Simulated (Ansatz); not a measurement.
A relaxation computed with Ansatz, from input to last step.

```yaml
crystal:
  lattice:
    - [5.1116165654, 0.0, 0.0]
    - [-2.5558082827, 4.4267898, 0.0]
    - [0.0, 0.0, 8.487992159]
  atoms:
    - { symbol: Si, position: [0.6666666667, 0.3333333333, 0.9370460698] }
    - { symbol: Si, position: [0.6666666667, 0.3333333333, 0.5629539302] }
    - { symbol: Si, position: [0.3333333333, 0.6666666667, 0.0629539302] }
    - { symbol: Si, position: [0.3333333333, 0.6666666667, 0.4370460698] }
    - { symbol: O, position: [0.0, 0.4133082251, 0.0] }
    - { symbol: O, position: [0.4133082251, 0.4133082251, 0.5] }
    - { symbol: O, position: [0.5866917749, 0.0, 0.5] }
    - { symbol: O, position: [0.5866917749, 0.5866917749, 0.0] }
    - { symbol: O, position: [0.0, 0.5866917749, 0.5] }
    - { symbol: O, position: [0.6666666667, 0.3333333333, 0.75] }
    - { symbol: O, position: [0.3333333333, 0.6666666667, 0.25] }
    - { symbol: O, position: [0.4133082251, 0.0, 0.0] }
basis:
  ecutwfc: 500
kpoints:
  mp_grid: { grid: [6, 6, 4] }
hamiltonian:
  xc: r2scan
scf:
  occupations: { method: gaussian, width: 0.02 }
output:
  forces: true
  stress: true
  eigenvalues: true
relax:
  adjacent_minimum: "off"
  f_tol: 0.008
  max_steps: 40
  cell: { stress_tol: 0.015, fix: [a, b, gamma] }
```

```bash
ansatz run input.yaml --threads 2 --pin off --max-ram 5120MiB --backend cpu --events-out ev --progress --plain --runs-dir out
```

The calculation used Ansatz 0.2.0, DFT r2SCAN, scalar-relativistic, plane waves, PAW.

Of 7 frames 6 are shown, positions in Å and forces in eV/Å; the SCF threshold varies from step to step. Steps run on the plane waves of an earlier cell, with a Pulay correction in the pressure. The basis is chosen afresh for the last frame, the zero of the energies, and at times for earlier ones too; energy and pressure can step there, also at an unchanged geometry. Where two frames share a geometry here, they differ by under 2 meV/atom and 0.3 GPa.

```xyz
12
Lattice="5.1116 0.0000 0.0000 -2.5558 4.4268 0.0000 0.0000 0.0000 8.4880" Properties=species:S:1:pos:R:3:forces:R:3 pbc="T T T" step=1 free_energy_over_end_meV_per_atom=8.08 pressure_GPa=-3.08
Si    2.5558    1.4756    7.9536    0.0000    0.0000    0.9881
Si    2.5558    1.4756    4.7783    0.0000    0.0000   -0.9881
Si    0.0000    2.9512    0.5344    0.0000    0.0000   -0.9881
Si    0.0000    2.9512    3.7096    0.0000    0.0000    0.9881
O    -1.0563    1.8296    0.0000   -0.1841    0.3188    0.0000
O     1.0563    1.8296    4.2440    0.1841    0.3188    0.0000
O     2.9989    0.0000    4.2440   -0.3682    0.0000    0.0000
O     1.4995    2.5972    0.0000   -0.1841   -0.3188    0.0000
O    -1.4995    2.5972    4.2440    0.1841   -0.3188    0.0000
O     2.5558    1.4756    6.3660    0.0000    0.0000    0.0000
O     0.0000    2.9512    2.1220    0.0000    0.0000    0.0000
O     2.1127    0.0000    0.0000    0.3682    0.0000    0.0000
12
Lattice="5.1116 0.0000 0.0000 -2.5558 4.4268 0.0000 0.0000 0.0000 8.4909" Properties=species:S:1:pos:R:3:forces:R:3 pbc="T T T" step=2 free_energy_over_end_meV_per_atom=4.93 pressure_GPa=-2.72
Si    2.5558    1.4756    7.9618    0.0000    0.0000    0.5831
Si    2.5558    1.4756    4.7745    0.0000    0.0000   -0.5831
Si    0.0000    2.9512    0.5291    0.0000    0.0000   -0.5831
Si    0.0000    2.9512    3.7164    0.0000    0.0000    0.5831
O    -1.0614    1.8384    0.0000   -0.1469    0.2544    0.0000
O     1.0614    1.8384    4.2454    0.1469    0.2544    0.0000
O     2.9889    0.0000    4.2454   -0.2938    0.0000    0.0000
O     1.4944    2.5884    0.0000   -0.1469   -0.2544    0.0000
O    -1.4944    2.5884    4.2454    0.1469   -0.2544    0.0000
O     2.5558    1.4756    6.3682    0.0000    0.0000    0.0000
O     0.0000    2.9512    2.1227    0.0000    0.0000    0.0000
O     2.1228    0.0000    0.0000    0.2938    0.0000    0.0000
12
Lattice="5.1116 0.0000 0.0000 -2.5558 4.4268 0.0000 0.0000 0.0000 8.4879" Properties=species:S:1:pos:R:3:forces:R:3 pbc="T T T" step=3 free_energy_over_end_meV_per_atom=1.10 pressure_GPa=-1.12
Si    2.5558    1.4756    7.9689    0.0000    0.0000   -0.1793
Si    2.5558    1.4756    4.7629    0.0000    0.0000    0.1793
Si    0.0000    2.9512    0.5190    0.0000    0.0000    0.1793
Si    0.0000    2.9512    3.7249    0.0000    0.0000   -0.1793
O    -1.0785    1.8680    0.0000   -0.0425    0.0736    0.0000
O     1.0785    1.8680    4.2439    0.0425    0.0736    0.0000
O     2.9546    0.0000    4.2439   -0.0850    0.0000    0.0000
O     1.4773    2.5588    0.0000   -0.0425   -0.0736    0.0000
O    -1.4773    2.5588    4.2439    0.0425   -0.0736    0.0000
O     2.5558    1.4756    6.3659    0.0000    0.0000    0.0000
O     0.0000    2.9512    2.1220    0.0000    0.0000    0.0000
O     2.1570    0.0000    0.0000    0.0850    0.0000    0.0000
12
Lattice="5.1116 0.0000 0.0000 -2.5558 4.4268 0.0000 0.0000 0.0000 8.5205" Properties=species:S:1:pos:R:3:forces:R:3 pbc="T T T" step=4 free_energy_over_end_meV_per_atom=0.30 pressure_GPa=-1.01
Si    2.5558    1.4756    7.9940    0.0000    0.0000   -0.1042
Si    2.5558    1.4756    4.7867    0.0000    0.0000    0.1042
Si    0.0000    2.9512    0.5265    0.0000    0.0000    0.1042
Si    0.0000    2.9512    3.7337    0.0000    0.0000   -0.1042
O    -1.0862    1.8814    0.0000   -0.0238    0.0412    0.0000
O     1.0862    1.8814    4.2602    0.0238    0.0412    0.0000
O     2.9392    0.0000    4.2602   -0.0475    0.0000    0.0000
O     1.4696    2.5454    0.0000   -0.0238   -0.0412    0.0000
O    -1.4696    2.5454    4.2602    0.0238   -0.0412    0.0000
O     2.5558    1.4756    6.3903    0.0000    0.0000    0.0000
O     0.0000    2.9512    2.1301    0.0000    0.0000    0.0000
O     2.1724    0.0000    0.0000    0.0475    0.0000    0.0000
12
Lattice="5.1116 0.0000 0.0000 -2.5558 4.4268 0.0000 0.0000 0.0000 8.5356" Properties=species:S:1:pos:R:3:forces:R:3 pbc="T T T" step=5 free_energy_over_end_meV_per_atom=0.03 pressure_GPa=-0.51
Si    2.5558    1.4756    8.0035    0.0000    0.0000    0.0029
Si    2.5558    1.4756    4.7999    0.0000    0.0000   -0.0029
Si    0.0000    2.9512    0.5321    0.0000    0.0000   -0.0029
Si    0.0000    2.9512    3.7357    0.0000    0.0000    0.0029
O    -1.0950    1.8965    0.0000    0.0009   -0.0016    0.0000
O     1.0950    1.8965    4.2678   -0.0009   -0.0016    0.0000
O     2.9217    0.0000    4.2678    0.0019    0.0000    0.0000
O     1.4609    2.5303    0.0000    0.0009    0.0016    0.0000
O    -1.4609    2.5303    4.2678   -0.0009    0.0016    0.0000
O     2.5558    1.4756    6.4017    0.0000    0.0000    0.0000
O     0.0000    2.9512    2.1339    0.0000    0.0000    0.0000
O     2.1899    0.0000    0.0000   -0.0019    0.0000    0.0000
12
Lattice="5.1116 0.0000 0.0000 -2.5558 4.4268 0.0000 0.0000 0.0000 8.5392" Properties=species:S:1:pos:R:3:forces:R:3 pbc="T T T" step=7 free_energy_over_end_meV_per_atom=0.00 pressure_GPa=-0.58
Si    2.5558    1.4756    8.0066    0.0000    0.0000   -0.0001
Si    2.5558    1.4756    4.8021    0.0000    0.0000    0.0001
Si    0.0000    2.9512    0.5326    0.0000    0.0000    0.0001
Si    0.0000    2.9512    3.7370    0.0000    0.0000   -0.0001
O    -1.0950    1.8965    0.0000    0.0000    0.0000    0.0000
O     1.0950    1.8965    4.2696    0.0000    0.0000    0.0000
O     2.9217    0.0000    4.2696    0.0000    0.0000    0.0000
O     1.4608    2.5302    0.0000    0.0000    0.0000    0.0000
O    -1.4608    2.5302    4.2696    0.0000    0.0000    0.0000
O     2.5558    1.4756    6.4044    0.0000    0.0000    0.0000
O     0.0000    2.9512    2.1348    0.0000    0.0000    0.0000
O     2.1899    0.0000    0.0000    0.0000    0.0000    0.0000
```

The run took 100 s on 2 threads of Arm Neoverse V2 (shared host), peak memory 0.83 GiB.